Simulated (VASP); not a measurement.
Computed with LDA (Ceperley-Alder, Perdew-Zunger), VASP's LDA PAW potentials (set 64) (plane waves; VASP).

Input for VASP

### INCAR
```
SYSTEM = LiI
PREC = Accurate
ENCUT = 650
EDIFF = 1E-7
NELM = 100
ALGO = Normal
LREAL = .FALSE.
LASPH = .TRUE.
ISMEAR = 0
SIGMA = 0.05
LMAXMIX = 4
LWAVE = .FALSE.
LCHARG = .FALSE.
IBRION = 6
ISIF = 3
NFREE = 2
POTIM = 0.015
NSW = 1
```

KPOINTS:
```
kpoints
0
gamma
7 7 7
0 0 0
```

File POSCAR:
```
LiI
1
    0.0000000000     2.9024681097     2.9024681097
    2.9024681097     0.0000000000     2.9024681097
    2.9024681097     2.9024681097     0.0000000000
Li I
1 1
Direct
  0.0000000000   0.0000000000   0.0000000000
  0.5000000000   0.5000000000   0.5000000000
```

POTCAR, in this order: Li_sv I (LDA.64 set). Program: vasp_std.

The run wrote:

**OSZICAR**
```
...
DAV:   2    -0.656352441950E+01    0.10617E-01   -0.25471E-02  2346   0.126E+00    0.386E-01
DAV:   3    -0.655931395795E+01    0.42105E-02   -0.14080E-02  1994   0.653E-01    0.179E-01
DAV:   4    -0.655926655871E+01    0.47399E-04   -0.50128E-04  2267   0.180E-01    0.144E-01
DAV:   5    -0.655922314560E+01    0.43413E-04   -0.11746E-04  2799   0.662E-02    0.134E-02
DAV:   6    -0.655922316615E+01   -0.20554E-07   -0.66311E-06  2053   0.225E-02    0.961E-03
DAV:   7    -0.655922311309E+01    0.53060E-07   -0.59226E-07  2190   0.553E-03
   8 F= -.65592231E+01 E0= -.65592231E+01  d E =-.722139E-12
       N       E                     dE             d eps       ncg     rms          rms(c)
DAV:   1    -0.656953928924E+01   -0.10316E-01   -0.47305E-01  1824   0.528E+00    0.584E-01
DAV:   2    -0.656267123107E+01    0.68681E-02   -0.94886E-03  2048   0.808E-01    0.342E-01
DAV:   3    -0.655919614311E+01    0.34751E-02   -0.10192E-02  2190   0.594E-01    0.587E-02
DAV:   4    -0.655922956140E+01   -0.33418E-04   -0.46106E-04  2127   0.142E-01    0.335E-02
DAV:   5    -0.655922455662E+01    0.50048E-05   -0.78510E-06  2592   0.231E-02    0.113E-02
DAV:   6    -0.655922316495E+01    0.13917E-05   -0.72018E-06  2031   0.172E-02    0.837E-03
DAV:   7    -0.655922309742E+01    0.67530E-07   -0.70788E-07  2019   0.566E-03
   9 F= -.65592231E+01 E0= -.65592231E+01  d E =-.719728E-12
       N       E                     dE             d eps       ncg     rms          rms(c)
DAV:   1    -0.656400803717E+01   -0.47849E-02   -0.42660E-01  1878   0.509E+00    0.392E-01
DAV:   2    -0.656122672502E+01    0.27813E-02   -0.60065E-03  2067   0.687E-01    0.237E-01
DAV:   3    -0.655923446080E+01    0.19923E-02   -0.49607E-03  2200   0.424E-01    0.336E-02
DAV:   4    -0.655923042228E+01    0.40385E-05   -0.28060E-04  2168   0.108E-01    0.222E-02
DAV:   5    -0.655922131410E+01    0.91082E-05   -0.29712E-05  2545   0.339E-02    0.593E-03
DAV:   6    -0.655922361438E+01   -0.23003E-05   -0.81501E-06  2310   0.169E-02    0.362E-03
DAV:   7    -0.655922332942E+01    0.28496E-06   -0.59117E-07  2171   0.516E-03    0.122E-03
DAV:   8    -0.655922324445E+01    0.84974E-07   -0.14528E-08  1104   0.980E-04
  10 F= -.65592232E+01 E0= -.65592232E+01  d E =-.711341E-12
       N       E                     dE             d eps       ncg     rms          rms(c)
DAV:   1    -0.656956043612E+01   -0.10337E-01   -0.48710E-01  1868   0.540E+00    0.583E-01
DAV:   2    -0.656268325334E+01    0.68772E-02   -0.91234E-03  2167   0.798E-01    0.343E-01
DAV:   3    -0.655919686754E+01    0.34864E-02   -0.10347E-02  2133   0.597E-01    0.584E-02
DAV:   4    -0.655922999881E+01   -0.33131E-04   -0.47514E-04  2127   0.144E-01    0.343E-02
DAV:   5    -0.655922491445E+01    0.50844E-05   -0.77906E-06  2626   0.231E-02    0.121E-02
DAV:   6    -0.655922315845E+01    0.17560E-05   -0.84446E-06  1987   0.186E-02    0.874E-03
DAV:   7    -0.655922308693E+01    0.71515E-07   -0.78045E-07  2055   0.594E-03
  11 F= -.65592231E+01 E0= -.65592231E+01  d E =-.710538E-12
       N       E                     dE             d eps       ncg     rms          rms(c)
DAV:   1    -0.656444912072E+01   -0.52260E-02   -0.39613E-01  1889   0.485E+00    0.392E-01
DAV:   2    -0.656150600878E+01    0.29431E-02   -0.53938E-03  2194   0.646E-01    0.237E-01
DAV:   3    -0.655928285596E+01    0.22232E-02   -0.50142E-03  2113   0.433E-01    0.347E-02
DAV:   4    -0.655926437982E+01    0.18476E-04   -0.30691E-04  2148   0.113E-01    0.223E-02
DAV:   5    -0.655923188252E+01    0.32497E-04   -0.29810E-05  2581   0.338E-02    0.666E-03
DAV:   6    -0.655922363787E+01    0.82446E-05   -0.97576E-06  2193   0.182E-02    0.420E-03
DAV:   7    -0.655922313028E+01    0.50759E-06   -0.83490E-07  2241   0.604E-03    0.196E-03
DAV:   8    -0.655922311069E+01    0.19591E-07   -0.29491E-08  1170   0.128E-03
  12 F= -.65592231E+01 E0= -.65592231E+01  d E =-.709428E-12
       N       E                     dE             d eps       ncg     rms          rms(c)
DAV:   1    -0.656955752402E+01   -0.10334E-01   -0.49425E-01  1874   0.547E+00    0.583E-01
DAV:   2    -0.656269186175E+01    0.68657E-02   -0.89682E-03  2189   0.796E-01    0.343E-01
DAV:   3    -0.655919765389E+01    0.34942E-02   -0.10419E-02  2108   0.599E-01    0.582E-02
DAV:   4    -0.655922983907E+01   -0.32185E-04   -0.47956E-04  2144   0.145E-01    0.341E-02
DAV:   5    -0.655922530074E+01    0.45383E-05   -0.85171E-06  2708   0.237E-02    0.124E-02
DAV:   6    -0.655922321147E+01    0.20893E-05   -0.10579E-05  1982   0.202E-02    0.982E-03
DAV:   7    -0.655922308193E+01    0.12955E-06   -0.85413E-07  2110   0.634E-03    0.163E-03
DAV:   8    -0.655922308699E+01   -0.50667E-08   -0.14729E-08  1123   0.933E-04
  13 F= -.65592231E+01 E0= -.65592231E+01  d E =-.714401E-12
       N       E                     dE             d eps       ncg     rms          rms(c)
DAV:   1    -0.656207044354E+01   -0.28474E-02   -0.10301E+00   723   0.918E+00    0.273E-01
DAV:   2    -0.656113821661E+01    0.93223E-03   -0.63789E-03   853   0.791E-01    0.169E-01
DAV:   3    -0.655974006002E+01    0.13982E-02   -0.25947E-03  1005   0.325E-01    0.192E-02
DAV:   4    -0.655973596865E+01    0.40914E-05   -0.17278E-04   923   0.835E-02    0.130E-02
DAV:   5    -0.655972762253E+01    0.83461E-05   -0.65003E-06  1051   0.178E-02    0.412E-03
DAV:   6    -0.655972548505E+01    0.21375E-05   -0.89255E-07   969   0.624E-03    0.101E-03
DAV:   7    -0.655972528147E+01    0.20358E-06   -0.63525E-08   560   0.176E-03    0.451E-04
DAV:   8    -0.655972523388E+01    0.47587E-07   -0.93702E-09   427   0.764E-04
  14 F= -.65597252E+01 E0= -.65597252E+01  d E =-.678679E-16
       N       E                     dE             d eps       ncg     rms          rms(c)
DAV:   1    -0.655915872786E+01    0.56655E-03   -0.26127E+00   730   0.142E+01    0.144E-01
DAV:   2    -0.655975165895E+01   -0.59293E-03   -0.66907E-03   784   0.824E-01    0.811E-02
DAV:   3    -0.655972499983E+01    0.26659E-04   -0.14799E-04  1110   0.105E-01    0.140E-02
DAV:   4    -0.655972539851E+01   -0.39867E-06   -0.72124E-06   824   0.213E-02    0.452E-03
DAV:   5    -0.655972522980E+01    0.16871E-06   -0.48429E-07  1036   0.490E-03    0.194E-03
DAV:   6    -0.655972520565E+01    0.24146E-07   -0.14937E-07   512   0.266E-03
  15 F= -.65597252E+01 E0= -.65597252E+01  d E =-.777444E-16
       N       E                     dE             d eps       ncg     rms          rms(c)
DAV:   1    -0.655882134914E+01    0.90388E-03   -0.10064E+00   728   0.907E+00    0.840E-02
DAV:   2    -0.655972361062E+01   -0.90226E-03   -0.95595E-03   781   0.912E-01    0.436E-02
DAV:   3    -0.655972759326E+01   -0.39826E-05   -0.12596E-04  1108   0.105E-01    0.259E-02
DAV:   4    -0.655972668591E+01    0.90734E-06   -0.14926E-05   839   0.305E-02    0.392E-03
DAV:   5    -0.655972686905E+01   -0.18314E-06   -0.14478E-06   813   0.951E-03    0.306E-03
DAV:   6    -0.655972684130E+01    0.27753E-07   -0.54706E-08   476   0.190E-03
  16 F= -.65597268E+01 E0= -.65597268E+01  d E =-.787164E-16
       N       E                     dE             d eps       ncg     rms          rms(c)
DAV:   1    -0.655834440699E+01    0.13825E-02   -0.59823E-01   740   0.409E+00    0.121E-01
DAV:   2    -0.655975981398E+01   -0.14154E-02   -0.15320E-02   852   0.913E-01    0.390E-02
DAV:   3    -0.655973682727E+01    0.22987E-04   -0.24468E-04  1011   0.115E-01    0.191E-02
DAV:   4    -0.655972650798E+01    0.10319E-04   -0.60451E-05   899   0.498E-02    0.674E-03
DAV:   5    -0.655972694457E+01   -0.43659E-06   -0.51676E-06   769   0.156E-02    0.482E-03
DAV:   6    -0.655972683670E+01    0.10787E-06   -0.55021E-07   901   0.559E-03    0.308E-03
DAV:   7    -0.655972682802E+01    0.86748E-08   -0.91059E-08   404   0.202E-03
  17 F= -.65597268E+01 E0= -.65597268E+01  d E =-.787025E-16
```

### OUTCAR
```
------------------------ aborting loop because EDIFF is reached ----------------------------------------
  FORCE on cell =-STRESS in cart. coord.  units (eV):
  Direction    XX          YY          ZZ          XY          YZ          ZX
  --------------------------------------------------------------------------------------
  Total       -0.0051209     -0.0071704     -0.0071704      0.0000000      0.0000000      0.0000000
  in kB       -0.1677730     -0.2349219     -0.2349219      0.0000000      0.0000000      0.0000000
  external PRESSURE =      -0.2125390 kB  Pullay stress =       0.0000000 kB
  volume of cell :       48.90
      direct lattice vectors                 reciprocal lattice vectors
     0.000000000  2.902468110  2.902468110    -0.172267181  0.172267181  0.172267181
     2.902468110  0.000000000  2.902468110     0.172267181 -0.172267181  0.172267181
     2.902468110  2.902468110  0.000000000     0.172267181  0.172267181 -0.172267181
 POSITION                                       TOTAL-FORCE (eV/Angst)
 -----------------------------------------------------------------------------------
      0.00000      0.00000      0.00000        -0.010600      0.000000      0.000000
      2.88747      2.90247      2.90247         0.010600      0.000000      0.000000
 -----------------------------------------------------------------------------------
    total drift:                               -0.000027     -0.000000     -0.000000
  FREE ENERGIE OF THE ION-ELECTRON SYSTEM (eV)
  ---------------------------------------------------
  free  energy   TOTEN  =        -6.5597268280 eV

  energy  without entropy=       -6.5597268280  energy(sigma->0) =       -6.55972683

   1 f  =    5.123875 THz    32.194256 2PiTHz  170.914075 cm-1    21.190635 meV
             X         Y         Z           dx          dy          dz
      0.000000  0.000000  0.000000     0.968780   -0.096888    0.000000
      2.902468  2.902468  2.902468    -0.227073    0.022710    0.000000

   2 f  =    5.123875 THz    32.194256 2PiTHz  170.914075 cm-1    21.190635 meV
             X         Y         Z           dx          dy          dz
      0.000000  0.000000  0.000000     0.000000   -0.000000    0.973613
      2.902468  2.902468  2.902468     0.000000   -0.000000   -0.228206

   3 f  =    5.123875 THz    32.194256 2PiTHz  170.914075 cm-1    21.190635 meV
             X         Y         Z           dx          dy          dz
      0.000000  0.000000  0.000000    -0.096888   -0.968780    0.000000
      2.902468  2.902468  2.902468     0.022710    0.227073    0.000000

   4 f/i=    0.003098 THz     0.019466 2PiTHz    0.103340 cm-1     0.012813 meV
             X         Y         Z           dx          dy          dz
      0.000000  0.000000  0.000000     0.227897    0.011868    0.000000
      2.902468  2.902468  2.902468     0.972295    0.050635    0.000000

   5 f/i=    0.003098 THz     0.019466 2PiTHz    0.103340 cm-1     0.012813 meV
             X         Y         Z           dx          dy          dz
      0.000000  0.000000  0.000000    -0.005555    0.106661   -0.201670
      2.902468  2.902468  2.902468    -0.023698    0.455055   -0.860398

   6 f/i=    0.003098 THz     0.019466 2PiTHz    0.103340 cm-1     0.012813 meV
             X         Y         Z           dx          dy          dz
      0.000000  0.000000  0.000000     0.010488   -0.201397   -0.106805
      2.902468  2.902468  2.902468     0.044747   -0.859234   -0.455672

 ELASTIC MODULI CONTR FROM IONIC RELAXATION (kBar)
 Direction    XX          YY          ZZ          XY          YZ          ZX
 --------------------------------------------------------------------------------
 XX           0.0000      0.0000      0.0000      0.0000      0.0000      0.0000
 YY           0.0000      0.0000      0.0000      0.0000      0.0000      0.0000
 ZZ           0.0000      0.0000      0.0000      0.0000      0.0000      0.0000
 XY           0.0000      0.0000      0.0000      0.0000      0.0000      0.0000
 YZ           0.0000      0.0000      0.0000      0.0000      0.0000      0.0000
 ZX           0.0000      0.0000      0.0000      0.0000      0.0000      0.0000
 --------------------------------------------------------------------------------

 TOTAL ELASTIC MODULI (kBar)
 Direction    XX          YY          ZZ          XY          YZ          ZX
 --------------------------------------------------------------------------------
 XX         496.5346    142.8622    142.8622      0.0000      0.0000      0.0000
 YY         142.8622    496.5346    142.8622     -0.0000     -0.0000     -0.0000
 ZZ         142.8622    142.8622    496.5346      0.0000     -0.0000     -0.0000
 XY           0.0000     -0.0000      0.0000    170.9326      0.0000      0.0000
 YZ           0.0000     -0.0000     -0.0000      0.0000    170.9326      0.0000
 ZX           0.0000     -0.0000     -0.0000      0.0000      0.0000    170.9326
 --------------------------------------------------------------------------------
```
(Selected blocks of OUTCAR.)

The compound is LiI in the rock salt structure. It was relaxed first, which changed the volume by -10 %.
